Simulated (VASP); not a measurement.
# MoS2 in VASP: single point with HSE06

Aim: the single point of MoS2 with HSE06.

All numbers are computed with VASP 6.6.1; they aren't measurements. Logs are shortened: lines on timing, memory, paths and dates and some standing lists are left out, and cuts for length are marked.

### Step 1. Starting point

The cell holds a sheet with vacuum, 6 atoms: a = 3.192 Å, b = 3.192 Å, c = 27.277 Å, α = 90.00°, β = 90.00°, γ = 120.00°.

The cell was built by a generator and needn't be a form met in nature.

### Step 2. Single point, HSE06

The input, POSCAR:

```
MoS2
1.0
    3.1916000000      0.0000000000      0.0000000000
   -1.5958000000      2.7640070000      0.0000000000
    0.0000000000      0.0000000000     27.2770000000
S Mo
4 2
Direct
    0.6666670000      0.3333340000      0.3323300000
    0.6666670000      0.3333340000      0.4461980000
    0.3333330000      0.6666670000      0.5538020000
    0.3333330000      0.6666670000      0.6676700000
    0.3333330000      0.6666670000      0.3892940000
    0.6666670000      0.3333340000      0.6107070000
```

The input, INCAR.step1:

```
SYSTEM = MoS2
PREC     = Accurate       ! precision mode
ENCUT    = 520            ! plane-wave cutoff, eV
EDIFF    = 1E-5           ! SCF threshold, eV
ISMEAR   = -1             ! smearing method
SIGMA    = 0.05           ! smearing width, eV
LREAL    = .FALSE.        ! projectors in reciprocal space
LASPH    = .TRUE.         ! aspherical terms in the spheres
NELM     = 60             ! most SCF steps
ALGO     = Normal         ! electronic algorithm
ISIF     = 2              ! what is computed and relaxed
LWAVE    = .TRUE.         ! write WAVECAR
LCHARG   = .FALSE.        ! write CHGCAR
NBANDS   = 35             ! bands
GGA      = PE             ! functional
```

The input, INCAR.step2:

```
SYSTEM = MoS2
PREC     = Accurate       ! precision mode
ENCUT    = 520            ! plane-wave cutoff, eV
EDIFF    = 1E-7           ! SCF threshold, eV
ISMEAR   = -1             ! smearing method
SIGMA    = 0.05           ! smearing width, eV
LREAL    = .FALSE.        ! projectors in reciprocal space
LASPH    = .TRUE.         ! aspherical terms in the spheres
NELM     = 60             ! most SCF steps
ALGO     = Normal         ! electronic algorithm
ISIF     = 2              ! what is computed and relaxed
LWAVE    = .FALSE.        ! write WAVECAR
LCHARG   = .FALSE.        ! write CHGCAR
GGA      = PE             ! functional
LHFCALC  = .TRUE.         ! exact exchange
HFSCREEN = 0.2            ! screening, 1/A
PRECFOCK = Fast         
NBANDS   = 35             ! bands
ISTART   = 1
```

The input, KPOINTS:

```
Automatic mesh
0
G
  6 6 1
  0 0 0
```

Potentials or basis: VASP PAW PBE potentials, release 64 (S, Mo_sv).

The run is started by

```
$ cat potpaw_PBE.64/S/POTCAR potpaw_PBE.64/Mo_sv/POTCAR > POTCAR
$ cp INCAR.step1 INCAR
$ mpirun -np 1 vasp_std > vasp.out
$ cp INCAR.step2 INCAR
$ mpirun -np 1 vasp_std > vasp.out
```

OUTCAR:

```text
SYSTEM = MoS2
   PREC = Accurate
   ENCUT = 520
   EDIFF = 1E-7
   ISMEAR = -1
   LREAL = .FALSE.
   LASPH = .TRUE.
   NELM = 60
   ISIF = 2
   GGA = PE
   LHFCALC = .TRUE.
   HFSCREEN = 0.2
   PRECFOCK = Fast
   ISTART = 1

 ion  position               nearest neighbor table
   1  0.667  0.333  0.332-   5 2.41   5 2.41   5 2.41
   2  0.667  0.333  0.446-   5 2.41   5 2.41   5 2.41
   3  0.333  0.667  0.554-   6 2.41   6 2.41   6 2.41
   4  0.333  0.667  0.668-   6 2.41   6 2.41   6 2.41
   5  0.333  0.667  0.389-   2 2.41   2 2.41   2 2.41   1 2.41   1 2.41   1 2.41
   6  0.667  0.333  0.611-   3 2.41   3 2.41   3 2.41   4 2.41   4 2.41   4 2.41

  LATTYP: Found a hexagonal cell.
 ALAT       =     3.1916000000
 C/A-ratio  =     8.5464970548

  Lattice vectors:

 A1 = (   3.1916000000,   0.0000000000,   0.0000000000)
 A2 = (  -1.5958000000,   2.7640070000,   0.0000000000)
 A3 = (   0.0000000000,   0.0000000000,  27.2770000000)

Analysis of symmetry for initial positions (statically):
=====================================================================
 Subroutine PRICEL returns:
 Original cell was already a primitive cell.

 Routine SETGRP: Setting up the symmetry group for a
 hexagonal supercell.

 Subroutine GETGRP returns: Found 12 space group operations
 (whereof 12 operations were pure point group operations)
 out of a pool of 24 trial point group operations.

The static configuration has the point symmetry D_3d.

Analysis of symmetry for dynamics (positions and initial velocities):
=====================================================================
 Subroutine PRICEL returns:
 Original cell was already a primitive cell.

 Routine SETGRP: Setting up the symmetry group for a
 hexagonal supercell.

 Subroutine GETGRP returns: Found 12 space group operations
 (whereof 12 operations were pure point group operations)
 out of a pool of 24 trial point group operations.

The dynamic configuration has the point symmetry D_3d.

 Subroutine INISYM returns: Found 12 space group operations
 (whereof 12 operations are pure point group operations),
 and found     1 'primitive' translations

[... 91 lines left out ...]
   ISYM   =      3    0-nonsym 1-usesym 2-fastsym
   POTIM  = 0.5000    time-step for ionic-motion
   TEBEG  =    0.0;   TEEND  =   0.0 temperature during run
   PSTRESS=    0.0 pullay stress
   NELECT =      52.0000    total number of electrons
   NUPDOWN=      -1.0000    fix difference up-down
   EMIN   =  10.00;   EMAX   =-10.00  energy-range for DOS
   EFERMI =   0.00;   METHOD = LEGACY
   ISMEAR =    -1;   SIGMA  =   0.05  broadening in eV -4-tet -1-fermi 0-gaus
   EFERMI_NEDOS =   21; number of points for ismear=-14 and -15
   IALGO  =     38    algorithm
   IMIX   =      1    mixing-type and parameters
     AMIX     =   0.40;   BMIX     =  1.00
     AMIX_MAG =   1.60;   BMIX_MAG =  1.00
  volume/ion in A,a.u.               =      40.10       270.64
  Fermi-wavevector in a.u.,A,eV,Ry     =   0.982414  1.856493 13.131490  0.965137
  Thomas-Fermi vector in A             =   2.113495
   LORBIT       =      0    0 simple, 1 ext, 2 COOP (PROOUT), +10 PAW based schemes
   GGA     = PE    functional components
   LHFCALC =     T    Hartree Fock is set to
   PRECFOCK=fast      Normal, Fast or Accurate (Low or Medium for compatibility)
   ENCUT4O =  -1.0   cutoff for four orbital integrals eV
   NKREDX  =     1    reduce k-point grid by
   NKREDY  =     1    reduce k-point grid by
   NKREDZ  =     1    reduce k-point grid by
   AEXX    =    0.2500 exact exchange contribution
   HFSCREEN=    0.2000 screening length (either q_TF or 0.3 A-1)
   HFSCREENC=   0.2000 screening length for correlation (either q_TF or 0.3 A-1)
   ENCUTFOCK=  -1.0 apply spherical cutoff to Coloumb kernel
   IVDW    =     0    specifies the selected vdW correction
   LEPSILON=     F    determine dielectric tensor
   LRPA    =     F    only Hartree local field effects (RPA)
 non-spin polarized calculation
  energy-cutoff  :      520.00
  volume of cell :      240.63
 maximum number of plane-waves:      6534
 NGX is ok and might be reduce to    24
  NGX = 14; NGY = 14; NGZ =120

 number of electron      51.9999999 magnetization

 Free energy of the ion-electron system (eV)
  ---------------------------------------------------
  ext. energy  EPLUGINS =         0.00000000
  ---------------------------------------------------
  free energy    TOTEN  =       -52.40947339 eV

  energy without entropy =      -52.40947334  energy(sigma->0) =      -52.40947337

 E-fermi :   0.6340     XC(G=0):  -4.2807

 val. band max:       -0.0903362964   @ k =   0.0000   0.0000   0.0000
 cond. band min:       1.4276879059   @ k =   0.3333   0.3333   0.0000
 fundamental gap:      1.5180242022
 Fermi energy:         0.6339746282

 k-point     1 :       0.0000    0.0000    0.0000
  band No.  band energies     occupation
      1     -65.5793      2.00000
      2     -65.5789      2.00000
      3     -38.2939      2.00000
      4     -38.2935      2.00000
      5     -38.0632      2.00000
      6     -38.0632      2.00000
[... 255 lines left out ...]
     34       5.1826      0.00000
     35       6.9939      0.00000

------------------------ aborting loop because EDIFF is reached ----------------------------------------

  FORCE on cell =-STRESS in cart. coord.  units (eV):
  Direction    XX          YY          ZZ          XY          YZ          ZX
  --------------------------------------------------------------------------------------
  -------------------------------------------------------------------------------------
  Total       -3.3415819     -3.3415827     -1.8085331     -0.0000000      0.0000000     -0.0000000
  in kB      -22.2494100    -22.2494152    -12.0418397     -0.0000000      0.0000000     -0.0000000
  external PRESSURE =     -18.8468883 kB  Pullay stress =       0.0000000 kB

 VOLUME and BASIS-vectors are now :
 -----------------------------------------------------------------------------
  energy-cutoff  :      520.00
  volume of cell :      240.63
      direct lattice vectors                 reciprocal lattice vectors
     3.191600000  0.000000000  0.000000000     0.313322471  0.180896792  0.000000000
    -1.595800000  2.764007000  0.000000000     0.000000000  0.361793584  0.000000000
     0.000000000  0.000000000 27.277000000     0.000000000  0.000000000  0.036660923

 POSITION                                       TOTAL-FORCE (eV/Angst)
 -----------------------------------------------------------------------------------
      1.59580      0.92134      9.06497        -0.000000      0.000000      0.418749
      1.59580      0.92134     12.17094        -0.000000      0.000000     -0.547124
     -0.00000      1.84267     15.10606         0.000000     -0.000000      0.547124
     -0.00000      1.84267     18.21203         0.000000     -0.000000     -0.418749
     -0.00000      1.84267     10.61877        -0.000000      0.000000     -0.078806
      1.59580      0.92134     16.65825         0.000000     -0.000000      0.078806
 -----------------------------------------------------------------------------------
    total drift:                                0.004234     -0.007333     -0.052227

  FREE ENERGIE OF THE ION-ELECTRON SYSTEM (eV)
  ---------------------------------------------------
  free  energy   TOTEN  =       -52.4094733906 eV

  energy  without entropy=      -52.4094733445  energy(sigma->0) =      -52.40947337
```

OSZICAR.step1:

```text
N       E                     dE             d eps       ncg     rms          rms(c)
DAV:   1     0.432980572975E+03    0.43298E+03   -0.27456E+04   586   0.126E+03
DAV:   2    -0.164011041179E+02   -0.44938E+03   -0.43803E+03   635   0.312E+02
DAV:   3    -0.458758478665E+02   -0.29475E+02   -0.29001E+02   601   0.735E+01
[... 12 lines left out ...]
DAV:  16    -0.436412174938E+02   -0.13835E-03   -0.25036E-05   501   0.146E-02    0.789E-03
DAV:  17    -0.436413186314E+02   -0.10114E-03   -0.69939E-06   386   0.114E-02    0.290E-03
DAV:  18    -0.436413483106E+02   -0.29679E-04   -0.12414E-06   328   0.490E-03    0.258E-03
DAV:  19    -0.436413706586E+02   -0.22348E-04   -0.82261E-07   343   0.287E-03    0.148E-03
DAV:  20    -0.436413767515E+02   -0.60929E-05   -0.54014E-07   311   0.183E-03
   1 F= -.43641377E+02 E0= -.43641375E+02  d E =-.439107E-05
```

It took 66 min on 1 thread of Intel Xeon 6975P-C (Granite Rapids), shared host; peak memory 0.49 GiB.

Results:

| Property | Result |
| --- | --- |
| Free energy | -52.4095 eV |
| Largest force | 0.547 eV/Å |
| Band gap on the k mesh | 1.52 eV, indirect (least direct gap 2.06 eV) |

Forces in eV/Å, atoms in the order of the input:
```
S    0.000  0.000  0.419
S    0.000  0.000 -0.547
S    0.000  0.000  0.547
S    0.000  0.000 -0.419
Mo   0.000  0.000 -0.079
Mo   0.000  0.000  0.079
```

Caveat: the PAW data sets were made with another functional, which shifts forces and pressure a little.
